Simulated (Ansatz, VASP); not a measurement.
# TePt: VASP beside Ansatz

```
CELL_PARAMETERS angstrom
4.20527 0.00000 0.00000
-2.10263 3.64187 0.00000
0.00000 0.00000 5.58525
ATOMIC_POSITIONS crystal
Pt 0.00000 0.00000 0.00000
Pt 0.00000 0.00000 0.50000
Te 0.33333 0.66667 0.25000
Te 0.66667 0.33333 0.75000
```

Change from the starting cell: volume scaled by 0.96.

Alike in both runs: task single point; functional PBEsol; k mesh 7 × 7 × 5; occupations fermi-dirac, width 0.05 eV; no spin polarisation.

```csv
,VASP,Ansatz
version,VASP 6.6.1,Ansatz 0.2.0
potentials or method,"VASP PAW PBE potentials, release 64 (Pt, Te)",Ansatz PAW
plane-wave cutoff (eV),520,420
valence electrons in the cell,32,68
```

```tsv
	VASP	Ansatz	Ansatz less VASP
gap on the k mesh at the Fermi level (eV)	none	none	-
pressure (GPa)	0.0	0.1	+0.13
largest component of the traceless stress (GPa)	1.08	1.07	-0.010
```

A gap of «none» marks a metal or a gap that the smearing closes. The two sets of potentials don't hold the same shells in valence.

Caveats: the PAW data sets were made with another functional, which shifts forces and pressure a little (VASP); the PAW data sets come from PBE, with cores solved anew for the run's functional, which leaves a small shift of forces and pressure (Ansatz). The runs have no spin-orbit coupling, so splittings on Pt, Te are missing.
